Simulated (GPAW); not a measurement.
Set up this calculation in GPAW 26.7.0, as an ASE script.

- Task: single point
- Functional: B3LYP
- Potentials or basis: GPAW PAW data sets (gpaw-data 1.2.1)
- Cutoff: 450 eV
- Basis: pw
- k mesh: 4 × 4 × 4
- Occupations: fermi-dirac, width 0.05 eV
- Spin: no spin polarisation
- Maxiter: 60

The structure of Sb lies in Sb.xyz:

```xyz
1
Lattice="-1.8713408863 1.8713408863 1.8713408863 1.8713408863 -1.8713408863 1.8713408863 1.8713408863 1.8713408863 -1.8713408863" Properties=species:S:1:pos:R:3 pbc="T T T"
Sb     0.0000000000      0.0000000000      0.0000000000
```

This isn't the form of Sb at room conditions, which is rhombohedral.

The input as run:

run.py

```python
from ase.dft.bandgap import bandgap
from ase.io import read, write
from gpaw import GPAW, PW

atoms = read('Sb.xyz')

calc = GPAW(mode=PW(450),
            xc='B3LYP',
            kpts={'size': (4, 4, 4), 'gamma': True},
            occupations={'name': 'fermi-dirac', 'width': 0.05},
            nbands=12,
            convergence={'density': 1e-05, 'energy': 1e-05},
            maxiter=60,
            txt='gpaw.txt')
atoms.calc = calc
energy = atoms.get_potential_energy()
calc.write('gs.gpw')
write('result.traj', atoms)
print(f'Energy: {energy:.6f} eV')
print('Fermi level:', round(calc.get_fermi_level(), 4), 'eV')
print(f'Gap: {bandgap(calc)[0]:.4f} eV, direct: {bandgap(calc, direct=True)[0]:.4f} eV')
```

Potentials or basis: GPAW PAW data sets (gpaw-data 1.2.1), pw.

The run is started by

```sh
$ OMP_NUM_THREADS=1 python run.py
```

It gave:

```json
{
 "Band gap on the k mesh": "none (metal or under the smearing width)"
}
```

Caveat: the k mesh is coarse (spacing up to 0.59 Å⁻¹), so the values aren't converged, least of all with exact exchange; exact exchange converges slowly with the k mesh, and this mesh is small.

Wall time 9.3 min on 1 thread of Arm Neoverse V1, on a shared host, peak memory 0.2 GiB.
